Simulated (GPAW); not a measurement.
# How the form of the self-energy moves the gap of SiC (Moissanite)

Wanted: the gap of SiC (Moissanite) under several approximations, with cost.

Program: GPAW 26.7.0. Level of theory: PBE and many-body steps on it, plane waves. Results are calculated unless marked as measured.

**What was measured.**

- Gap 3.33 eV: band gap at cryogenic temperature; bulk crystal (literature value) (quoted in “Silicon carbide diodes for neutron detection”, 2020, arxiv:2009.14696).

### 1. Set-up

Symmetry: P6_3mc, No. 186, hexagonal system. Conventional cell: a = 3.076 Å, b = 3.076 Å, c = 5.048 Å, α = 90.00°, β = 90.00°, γ = 120.00°. Si has 4 C at 1.87 to 1.94 Å nearest. Nearest to C lie 4 Si at 1.87 to 1.94 Å. Farther neighbours are not listed.

Structure file:

```xyz
4
Lattice="3.0760 0.0000 0.0000 -1.5380 2.6639 0.0000 0.0000 0.0000 5.0480" Properties=species:S:1:pos:R:3 pbc="T T T"
Si    0.0000    1.7759    0.0000
Si    1.5380    0.8880    2.5240
C     0.0000    1.7759    1.9435
C     1.5380    0.8880    4.4675
```

The cell and positions come from the Crystallography Open Database and are kept as given unless a step says otherwise.

### 2. Empty states on the mesh, 3×3×4 mesh, 103 bands

This step: GPAW 26.7.0; DFT, PBE, plane waves, PAW.

The sums over transitions need many empty states on a uniform mesh; this step solves for them.

The input, run.py:

```python
import json
import numpy as np
from gpaw.mpi import world
from gpaw import GPAW

calc = GPAW('gs.gpw').fixed_density(kpts={'size': (3, 3, 4), 'gamma': True},
    parallel={'domain': 1, 'band': 1},
    txt='nscf.txt')
calc.diagonalize_full_hamiltonian(nbands=103)
calc.write('full.gpw', mode='all')
res = {}
kpts = calc.get_ibz_k_points()
res['kpts'] = kpts
res['eigenvalues'] = [calc.get_eigenvalues(kpt=k) for k in range(len(kpts))]
res['n_electrons'] = calc.get_number_of_electrons()

if world.rank == 0:
    with open('result.json', 'w') as f:
        json.dump(res, f, default=lambda x: x.tolist())
```

Launch:

```console
mpirun -n 4 gpaw python run.py
```

Numbers of over 12 decimals in the logs are rounded to 6 here.

Output:

```text
Diagonalizing LCAO Hamiltonian
Converting LCAO to pw mode
convergence criteria:
- Maximum integral of absolute [eigenst]ate change: 4e-08 eV^2 / valence electron
maximum number of iterations: 100

SCF iterations
|iter     |     time |      energy | eigst |  dens |
|iter:   1|  |             | +1.04 |       |
|iter:   2|  |             | -0.30 |       |
|iter:   3|  |             | -1.26 |       |
[...]
|iter:   8|  |             | -5.96 |       |
|iter:   9|  |             | -6.80 |       |
|iter:  10|  |             | -7.62c|       |
SCF steps: 10
  __  _  _
 | _ |_)|_||  |
 |__||  | ||/\| - 26.7.0

Input parameters:
  mode=PW(ecut=600.0),
  convergence={'density': 1e-06, 'bands': -3},
  gpts=array([18, 18, 30]),
  kpts=MonkhorstPack(size=(3, 3, 4), gamma=True),
  maxiter=100,
  nbands=16,
  occupations=Occupations(name='fermi-dirac', width=0.001, fixmagmom=False),
  parallel={'domain': 1, 'band': 1},
  xc=XC(name='PBE')
Matrix size: 1389x1389
# Writing to full.gpw (mode='all')
  [... matrices ...]

timing:  # [seconds]
  Total: 8.469  # ━━━━━━━━━━━━━━━━━━━━━━━━━━━━━━━━━━━━━━━━━━━━━━━━━━━━━━━━━━━
```

Run time: 12 s. Hardware: 4 MPI ranks of Arm Neoverse V1, shared host; peak memory 1.2 GiB.

Numbers from this step:

| Quantity | Value |
| --- | --- |
| gap | 2.315 eV |
| k of the valence top | 0, 0, 0 |
| k of the conduction bottom | 0.3333, 0.3333, 0 |
| least direct gap | 4.392 eV |
| k points computed | 10 |
| lowest point of the top converged band, above the valence top | 84.5723 eV |

On this mesh the gap is 2.315 eV.

### 3. G0W0, Godby-Needs plasmon pole

Now the one-shot GW correction: screening in the RPA, then the self-energy of the levels asked for.

This step: G0W0 on PBE, plane waves, PAW.

The input, run.py:

```python
import json
import numpy as np
from gpaw.mpi import world
from gpaw.response.g0w0 import G0W0

gw = G0W0('full.gpw',
    filename='gw',
    kpts=[0, 4, 7],
    bands=(6, 10),
    ecut=100,
    nbands=93,
    integrate_gamma='WS',
    ppa=True)
gw.calculate()
res = {mode: {k: v for k, v in r.items() if k != 'sigma_eskwn'}
       for mode, r in gw.all_results.items()}

if world.rank == 0:
    with open('result.json', 'w') as f:
        json.dump(res, f, default=lambda x: x.tolist())
```

Launch:

```console
mpirun -n 4 gpaw python run.py
```

Output:

```text
Using integrator: PointIntegrator
FrequencyGridDescriptor(from 0.000+0.000j to 0.000+27.211j eV, 2 points)
Nonperiodic BCs:  [False False False]
Using integrator: PointIntegrator
FrequencyGridDescriptor(from 0.000+0.000j to 0.000+27.211j eV, 2 points)
Nonperiodic BCs:  [False False False]
  ___  _ _ _
 |   || | | |
 | | || | | |
 |__ ||_____|
 |___|

BZ k-points: Symmetries present (total): 6

  [... matrices ...]
36 k-points: 3 x 3 x 4 Monkhorst-Pack grid + [0.000000,0.000000,1/8]
10 k-points in the irreducible part of the Brillouin zone
       k-points in crystal coordinates                weights
   0:     0.00000000    0.00000000    0.00000000          1/36
   1:     0.00000000    0.00000000    0.25000000          2/36
   2:     0.00000000    0.00000000    0.50000000          1/36
   3:     0.33333333    0.00000000   -0.25000000          6/36
   4:     0.33333333    0.00000000    0.00000000          6/36
   5:     0.33333333    0.00000000    0.25000000          6/36
   6:     0.33333333    0.00000000    0.50000000          6/36
   7:     0.33333333    0.33333333    0.00000000          2/36
   8:     0.33333333    0.33333333    0.25000000          4/36
   9:     0.33333333    0.33333333    0.50000000          2/36

Distributing spins, k-points and bands (1 x 3 x 4) over 4 processes
Number of blocks: 1

Quasi particle states:
k-points (IBZ indices): [0, 4, 7]
Band range: (6, 10)
  [... matrices ...]
Computational parameters:
Plane wave cut-off: 100 eV
Number of bands: 93
Coulomb cutoff: None
Broadening: 0.1 eV

fxc modes: GW
Kernel: RPA
Using Godby-Needs plasmon-pole approximation:
  Fitting energy: i*E0, E0 = 1.000 Hartree
Summing all q:

Calculating screened Coulomb potential
No Coulomb truncation
FrequencyGridDescriptor(from 0.000+0.000j to 0.000+27.211j eV, 2 points)
Removing empty qpoint cache files...

Calculating chi0 body with:
    Ground state adapter containing:
    Number of spins: 1
    Number of kpoints: 36
    Number of irreducible kpoints: 10
    Number of completely occupied states: 8
    Number of partially occupied states: 8
    Occupied states memory: 1.1865234375 M / cpu

    Linear response parametrization:
    q_c: [0.0, 0.0, 0.0]
    Number of frequency points: 2
    Planewave cutoff: 100.0
    Number of bands: 93
    Number of planewaves: 99
    Broadening (eta): 1e-06
    comm.size: 4
    kncomm.size: 4
    blockcomm.size: 1

    Memory estimate of potentially large arrays:
        chi0_wGG: 0.299103 M / cpu
Integrating chi0 body.

Symmetries of q_c:
    Direct symmetries (Uq -> q): 6
    Indirect symmetries (TUq -> q): 6
In total 12 allowed symmetries.

  [... matrices ...]
10 groups of equivalent kpoints. 72.222222% reduction.

Integral kind: response function
Integrating chi0 head and wings.

Symmetries of q_c:
    Direct symmetries (Uq -> q): 6
    Indirect symmetries (TUq -> q): 6
In total 12 allowed symmetries.

  [... matrices ...]
10 groups of equivalent kpoints. 72.222222% reduction.

Integral kind: response function wings

Calculating chi0 body with:
    Ground state adapter containing:
    Number of spins: 1
    Number of kpoints: 36
    Number of irreducible kpoints: 10
    Number of completely occupied states: 8
    Number of partially occupied states: 8
    Occupied states memory: 1.1865234375 M / cpu

[... the further q-points ...]

Results:
f:      Occupation numbers
eps:     KS-eigenvalues [eV]
vxc:     KS vxc [eV]
exx:     Exact exchange [eV]
sigma:   Self-energies [eV]
dsigma:  Self-energy derivatives
Z:       Renormalization factors
qp:      QP-energies [eV]

k-point 0 (0): (0.000, 0.000, 0.000)                GW
band       f     eps     vxc     exx   sigma  dsigma       Z      qp
                                                                   GW
   6   1.000   8.277 -15.877 -18.814   2.513  -0.252   0.799   7.938
   7   1.000   8.553 -15.646 -17.910   1.976  -0.246   0.803   8.322
   8   0.000  13.177 -14.569  -8.931  -4.709  -0.234   0.810  13.930
   9   0.000  14.598 -15.027  -9.280  -4.848  -0.245   0.803  15.320

k-point 1 (4): (0.333, 0.000, 0.000)                GW
band       f     eps     vxc     exx   sigma  dsigma       Z      qp
                                                                   GW
   6   1.000   6.784 -14.755 -17.593   2.292  -0.250   0.800   6.347
   7   1.000   7.349 -15.764 -18.998   2.684  -0.254   0.797   6.911
[...]
k-point 2 (7): (0.333, 0.333, 0.000)                GW
band       f     eps     vxc     exx   sigma  dsigma       Z      qp
                                                                   GW
[...]
7   1.000   4.509 -14.087 -17.923   3.009  -0.267   0.789   3.857
   8   0.000  10.868 -10.466  -5.991  -4.086  -0.206   0.829  11.190
   9   0.000  16.524 -12.859  -6.885  -5.008  -0.244   0.804  17.301
```

It took 19 s on 4 MPI ranks; peak memory 1.1 GiB.

This step gave:

```
G0W0 gap on the points computed              : 2.869 eV
least direct G0W0 gap on the computed points : 5.366 eV
Z at the valence top                         : 0.8025
Z at the conduction bottom                   : 0.8294
starting gap on the mesh                     : 2.315 eV
k of the valence top                         : 0, 0, 0
k of the conduction bottom                   : 0.3333, 0.3333, 0
```

The gap on the mesh goes from 2.31 eV to 2.87 eV, a correction of +0.55 eV.

### 4. G0W0, full frequency, Hilbert transform

run.py, as its differences from that of step 3:

```diff
@@ -12,3 +12,5 @@
     integrate_gamma='WS',
-    ppa=True)
+    frequencies={'type': 'nonlinear', 'domega0': 0.1, 'omega2': 15.0},
+    eta=0.1,
+    nblocksmax=True)
 gw.calculate()
```

Launch:

```console
mpirun -n 4 gpaw python run.py
```

Output:

```text
Using integrator: PointIntegrator
NonLinearFrequencyDescriptor(from 0.000 to 101.637 eV, 268 points)
Nonperiodic BCs:  [False False False]
Using integrator: PointIntegrator
NonLinearFrequencyDescriptor(from 0.000 to 101.637 eV, 268 points)
Nonperiodic BCs:  [False False False]
  ___  _ _ _
 |   || | | |
 | | || | | |
 |__ ||_____|
 |___|

BZ k-points: Symmetries present (total): 6

  [... matrices ...]
36 k-points: 3 x 3 x 4 Monkhorst-Pack grid + [0.000000,0.000000,1/8]
10 k-points in the irreducible part of the Brillouin zone
       k-points in crystal coordinates                weights
   0:     0.00000000    0.00000000    0.00000000          1/36
   1:     0.00000000    0.00000000    0.25000000          2/36
   2:     0.00000000    0.00000000    0.50000000          1/36
[...]
8:     0.33333333    0.33333333    0.25000000          4/36
   9:     0.33333333    0.33333333    0.50000000          2/36

Distributing spins, k-points and bands (1 x 3 x 4) over 1 process
Number of blocks: 4

Quasi particle states:
k-points (IBZ indices): [0, 4, 7]
Band range: (6, 10)
  [... matrices ...]
Computational parameters:
Plane wave cut-off: 100 eV
Number of bands: 93
Coulomb cutoff: None
Broadening: 0.1 eV

fxc modes: GW
Kernel: RPA
Using full-frequency real axis integration
Summing all q:

Calculating screened Coulomb potential
No Coulomb truncation
NonLinearFrequencyDescriptor(from 0.000 to 101.637 eV, 268 points)
Removing empty qpoint cache files...

Calculating chi0 body with:
    Ground state adapter containing:
    Number of spins: 1
    Number of kpoints: 36
    Number of irreducible kpoints: 10
    Number of completely occupied states: 8
    Number of partially occupied states: 8
    Occupied states memory: 1.1865234375 M / cpu

[...]
Memory estimate of potentially large arrays:
        chi0_wGG: 10.019943 M / cpu
Integrating chi0 body.

Symmetries of q_c:
    Direct symmetries (Uq -> q): 6
    Indirect symmetries (TUq -> q): 6
In total 12 allowed symmetries.

  [... matrices ...]
10 groups of equivalent kpoints. 72.222222% reduction.

Integral kind: spectral function
Integrating chi0 head and wings.

Symmetries of q_c:
    Direct symmetries (Uq -> q): 6
    Indirect symmetries (TUq -> q): 6
In total 12 allowed symmetries.

  [... matrices ...]
10 groups of equivalent kpoints. 72.222222% reduction.

Integral kind: spectral function wings

Calculating chi0 body with:
    Ground state adapter containing:
    Number of spins: 1
    Number of kpoints: 36
    Number of irreducible kpoints: 10
    Number of completely occupied states: 8
    Number of partially occupied states: 8
    Occupied states memory: 1.1865234375 M / cpu

[... the further q-points ...]

Results:
f:      Occupation numbers
eps:     KS-eigenvalues [eV]
vxc:     KS vxc [eV]
exx:     Exact exchange [eV]
sigma:   Self-energies [eV]
dsigma:  Self-energy derivatives
Z:       Renormalization factors
qp:      QP-energies [eV]

k-point 0 (0): (0.000, 0.000, 0.000)                GW
band       f     eps     vxc     exx   sigma  dsigma       Z      qp
                                                                   GW
   6   1.000   8.277 -15.877 -18.814   2.456  -0.249   0.801   7.892
   7   1.000   8.553 -15.646 -17.910   1.918  -0.269   0.788   8.280
   8   0.000  13.177 -14.569  -8.931  -4.705  -0.249   0.801  13.924
[...]
k-point 1 (4): (0.333, 0.000, 0.000)                GW
band       f     eps     vxc     exx   sigma  dsigma       Z      qp
                                                                   GW
[...]
k-point 2 (7): (0.333, 0.333, 0.000)                GW
band       f     eps     vxc     exx   sigma  dsigma       Z      qp
                                                                   GW
[...]
8   0.000  10.868 -10.466  -5.991  -4.072  -0.199   0.834  11.204
   9   0.000  16.524 -12.859  -6.885  -5.063  -0.266   0.790  17.244
```

Elapsed: 34 s, on 4 MPI ranks; peak memory 1.1 GiB.

Numbers from this step:

- G0W0 gap on the points computed: 2.924 eV
- least direct G0W0 gap on the computed points: 5.412 eV
- Z at the valence top: 0.7879
- Z at the conduction bottom: 0.8342
- starting gap on the mesh: 2.315 eV
- k of the valence top: 0, 0, 0
- k of the conduction bottom: 0.3333, 0.3333, 0

Against G0W0 in GPAW (3×3×4 mesh, 93 bands, screening to 100 eV, Godby-Needs plasmon pole), the gap moves by +0.056 eV.

### 5. G0W0, multipole

run.py, as its differences from that of step 4:

```diff
@@ -12,5 +12,3 @@
     integrate_gamma='WS',
-    frequencies={'type': 'nonlinear', 'domega0': 0.1, 'omega2': 15.0},
-    eta=0.1,
-    nblocksmax=True)
+    mpa={'npoles': 4, 'wrange': [0, 40], 'varpi': 20.0, 'eta0': 0.01, 'eta_rest': 1.0, 'alpha': 1})
 gw.calculate()
```

Launch:

```console
mpirun -n 4 gpaw python run.py
```

Output:

```text
Using integrator: PointIntegrator
FrequencyGridDescriptor(from 0.000+0.010j to 40.000+20.000j eV, 8 points)
Nonperiodic BCs:  [False False False]
Using integrator: PointIntegrator
FrequencyGridDescriptor(from 0.000+0.010j to 40.000+20.000j eV, 8 points)
Nonperiodic BCs:  [False False False]
  ___  _ _ _
 |   || | | |
 | | || | | |
 |__ ||_____|
 |___|

BZ k-points: Symmetries present (total): 6

  [... matrices ...]
36 k-points: 3 x 3 x 4 Monkhorst-Pack grid + [0.000000,0.000000,1/8]
10 k-points in the irreducible part of the Brillouin zone
[...]
8   0.000  13.177 -14.569  -8.931  -4.704  -0.243   0.805  13.929
[...]
k-point 1 (4): (0.333, 0.000, 0.000)                GW
band       f     eps     vxc     exx   sigma  dsigma       Z      qp
                                                                   GW
[...]
k-point 2 (7): (0.333, 0.333, 0.000)                GW
band       f     eps     vxc     exx   sigma  dsigma       Z      qp
                                                                   GW
[...]
8   0.000  10.868 -10.466  -5.991  -4.071  -0.212   0.825  11.201
   9   0.000  16.524 -12.859  -6.885  -5.042  -0.264   0.791  17.262
```

The job ended after 24 s (4 MPI ranks; peak memory 0.99 GiB; 96 s of CPU time).

Numbers from this step:

- G0W0 gap on the points computed: 2.902 eV
- least direct G0W0 gap on the computed points: 5.384 eV
- starting gap on the mesh: 2.315 eV
- k of the valence top: 0, 0, 0
- k of the conduction bottom: 0.3333, 0.3333, 0

Against G0W0 in GPAW (3×3×4 mesh, 93 bands, screening to 100 eV, Godby-Needs plasmon pole), the gap moves by +0.034 eV.

### 6. Side by side

Times are wall times on 4 MPI ranks of Arm Neoverse V1, shared host, good to a factor of about two.

```csv
run,mesh,bands,screening cutoff (eV),DFT gap (eV),gap on the mesh (eV),direct (eV),time
"G0W0, Godby-Needs plasmon pole",3×3×4,93,100,2.315,2.869,5.366,19 s
"G0W0, full frequency, Hilbert transform",3×3×4,93,100,2.315,2.924,5.412,34 s
"G0W0, multipole",3×3×4,93,100,2.315,2.902,5.384,24 s
```

### 7. Outcome

| Quantity | Value |
| --- | --- |
| G0W0, Godby-Needs plasmon pole | 2.869 eV |
| G0W0, full frequency, Hilbert transform | 2.924 eV |
| G0W0, multipole | 2.902 eV |
| known limits | not at the basis limit; coarse k mesh |

In words: G0W0, full frequency, Hilbert transform: +0.056 eV against G0W0, Godby-Needs plasmon pole. G0W0, multipole: +0.034 eV against G0W0, Godby-Needs plasmon pole. Against experiment, by G0W0, Godby-Needs plasmon pole: the gap of 2.87 eV lies −0.46 eV from the measured 3.33 eV (kind not stated, quoted 2020). These are gaps on the mesh, at modest bands and cutoff. The calculation has static nuclei and no excitons; a measured gap holds zero-point and thermal motion, which mostly lowers it. Bands and cutoff are finite, so the gap is not at the basis limit. The miss can reach some tenths of an eV and take either sign; the mesh is an error of its own. These stock PAW sets were not made for GW. In the G0W0 runs levels were corrected at 3 k points alone, so a gap called «on the mesh» is the least over those, and an edge elsewhere would be missed. The 3×3×4 mesh is coarse for this cell, which bears on the long-range parts of exchange and screening.

[Paths, hosts, dates, memory and timing lines, banners, echoed tables and standing remarks are left out of the program output.]

[Logs are printed without paths, hosts, clocks, repeated set-up lines and the standing remarks that a program may print on its own settings, such as how far it seeks lower states.]

[Runs of the session that timed out or met a known fault of the program may be left out.]

[Hosts, paths, dates, database ids (printed as entryN), source tags and the programs' standing remarks are cut or masked in the printed files.]
